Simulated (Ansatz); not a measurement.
# Strontium, hcp under RPBE: ground state and equation of state

What does RPBE give for strontium in the hcp structure? We relax it, solve it on a dense k-mesh, then scale the cell to 7 volumes from 88 to 112 % of the relaxed one and try a fit of the equation of state. Spin polarisation is left out. The k-meshes are 9×9×5 for the relaxation; 14×14×8 for the dense run; 10×10×5 for the volumes.

This is Sr in the hcp structure; at room conditions it is fcc.

Computed with Ansatz 0.2.0 (DFT RPBE, plane waves (420 eV) with PAW, scalar-relativistic; PAW files made under PBE, frozen cores solved again for the functional, unless a step says otherwise).

### Step 1. The system as given

It takes space group P6_3/mmc (No. 194, hexagonal). Conventional cell: a = 4.303 Å, b = 4.303 Å, c = 7.026 Å, α = 90.00°, β = 90.00°, γ = 120.00°. Sr (site symmetry -6m2) has 12 Sr at 4.30 Å as nearest neighbours.

Structure file:

```cif
data_structure
_symmetry_space_group_name_H-M 'P 1'
_symmetry_Int_Tables_number 1
_cell_length_a 4.3025
_cell_length_b 4.3025
_cell_length_c 7.0260
_cell_angle_alpha 90.000
_cell_angle_beta 90.000
_cell_angle_gamma 120.000
_cell_volume 112.64
loop_
_atom_site_label
_atom_site_type_symbol
_atom_site_fract_x
_atom_site_fract_y
_atom_site_fract_z
_atom_site_occupancy
Sr1 Sr 0.33333 0.66667 0.25000 1
Sr2 Sr 0.66667 0.33333 0.75000 1
```

### Step 2. Relaxing cell and atoms

File input.yaml:

```yaml
crystal:
  lattice:
    - [4.3025266259, 0.0, 0.0]
    - [-2.1512633129, 3.7260973585, 0.0]
    - [0.0, 0.0, 7.0260259801]
  atoms:
    - { symbol: Sr, position: [0.3333333333, 0.6666666667, 0.25] }
    - { symbol: Sr, position: [0.6666666667, 0.3333333333, 0.75] }
hamiltonian:
  xc: rpbe
  pseudopotentials:
    kind: paw
    azcp:
      Sr: "pseudopotentials/Sr.paw.azcp"
basis:
  ecutwfc: 420
  fft_grid_basis: typed
kpoints:
  mp_grid: { grid: [9, 9, 5], shift: [0, 0, 0] }
magnetization:
  spin_polarized: false
scf:
  occupations: { method: fermi_dirac, width: 0.1 }
relax:
  max_steps: 60
  f_tol: 0.01
  cell: {}
```

Further steps of the session: The energy on a finer k-mesh; Equation of state: 88 %; Equation of state: 92 %; Equation of state: 96 %; Equation of state: 100 %; Equation of state: 104 %; Equation of state: 108 %; Equation of state: 112 %.

**Question.** What will these runs give? Wanted: space group; conventional cell; volume; shortest distance; gap on the mesh; relative to fcc; highest ELF outside the cores; V₀, B₀, B₀′.

As calculated:

| quantity | value |
| --- | --- |
| space group (spins left aside) | P6_3/mmc (No. 194) |
| conventional cell | a = 4.357 Å, c = 7.142 Å (c/a = 1.639) |
| volume | 58.715 Å³/atom |
| shortest distance | 4.357 Å |
| gap on the mesh | none (levels filled in part) |
| relative to fcc | +4 meV/atom |
| highest ELF outside the cores | 0.59, 3.08 Å from the nearest atom |
| V₀, B₀, B₀′ | 58.753 Å³/atom, 10.8 GPa, 3.0 |

**Reading.** From the guessed start the volume grew by 4.3 % in 4 steps. Against the reference form of strontium (fcc, computed apart with the same settings) it stands 4 meV/atom higher. Levels at the Fermi energy are filled in part, as in a metal. B₀ comes out at 10.8 GPa, a soft solid; letting shape and positions relax at each volume could only lower it. The symmetry was held, so the structure may be unstable against distortions that break it.
